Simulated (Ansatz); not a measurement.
SnO2 (2H monolayer), relaxed with r2SCAN in the plane-wave code Ansatz. The sheet's in-plane cell has a = 3.062 Å, b = 3.062 Å (γ = 120.0°), and its outermost atoms lie 2.42 Å apart along the normal. Around Sn lie 6 O at 2.14 Å; around O lie 3 Sn at 2.14 Å.

The axes x, y and z are those of this cell:
```
CELL_PARAMETERS angstrom
3.06210 0.00000 0.00000
-1.53105 2.65186 0.00000
0.00000 0.00000 28.88642
ATOMIC_POSITIONS crystal
Sn 0.33333 0.66667 0.31157
O 0.66667 0.33333 0.35337
O 0.66667 0.33333 0.26976
```
Two periodic directions, a and b.

Unstrained: PBE gives an indirect gap of 0.672 eV, from K to Γ; the least direct gap is 1.391 eV at Γ. r2SCAN gives an indirect gap of 1.044 eV, from K to Γ; the least direct gap is 1.768 eV at Γ. The HSE06 gap is indirect, 1.975 eV (K to Γ), below the direct gap of 2.717 eV at Γ. Meshes: PBE 12×12×1, r2SCAN 12×12×1, HSE06 6×6×1. Strains are changes of length per length. After each strain the atoms were relaxed again with r2SCAN within the symmetry that the strain leaves, so tilts or polar shifts that break it weren't tested; points keep the names that they have in the unstrained zone. Note: simulated data, non-magnetic, for a generated structure that need not be the stable one.

Q: Estimate what in-plane biaxial -1.0 % does to the gap.

A: PBE: the gap goes from 0.672 to 0.812 eV (+0.140 eV). r2SCAN: the gap goes from 1.044 to 1.195 eV (+0.151 eV). HSE06: the gap goes from 1.975 to 2.134 eV (+0.159 eV). The r2SCAN energy rises by 4.1 meV an atom.

Q: Estimate what uniaxial +0.5 % along y, other directions held does to the gap.

A: PBE: the gap goes from 0.672 to 0.638 eV (-0.034 eV). r2SCAN: the gap goes from 1.044 to 1.007 eV (-0.037 eV). HSE06: the gap goes from 1.975 to 1.936 eV (-0.039 eV). The r2SCAN energy rises by 0.4 meV an atom.

Q: Apply in-plane biaxial -4.0 %. How far does the gap move, against the unstrained cell?

A: PBE: the gap goes from 0.672 to 1.244 eV (+0.572 eV). r2SCAN: the gap goes from 1.044 to 1.656 eV (+0.612 eV). HSE06: the gap goes from 1.975 to 2.613 eV (+0.638 eV). The r2SCAN energy rises by 70.3 meV an atom.

Q: Estimate what uniaxial -2.0 % along x, other directions held does to the gap.

A: PBE: the gap goes from 0.672 to 0.808 eV (+0.136 eV); the edges go from K → Γ to (0.344, 0.323, 0) → Γ. r2SCAN: the gap goes from 1.044 to 1.191 eV (+0.147 eV); the edges go from K → Γ to (0.344, 0.323, 0) → Γ. HSE06: the gap goes from 1.975 to 2.129 eV (+0.154 eV); the edges go from K → Γ to (0.344, 0.323, 0) → Γ. The r2SCAN energy rises by 6.2 meV an atom.

Spin-orbit coupling is left out, which matters wherever the heavy atoms make up the band edges.

Where an edge lies off the special points, it is a point of the mesh or the k point where a search put PBE's edge or least direct gap, reused for the other functionals, whose own edges may lie a little apart.

Coordinates of k points refer to the reciprocal vectors of the primitive cell of the runs.

The meshes of the hybrids are coarse, so their gaps aren't converged to the digits shown.

For some runs the program warns that the potential is rough where the density is thin, which bears on empty states near the vacuum.
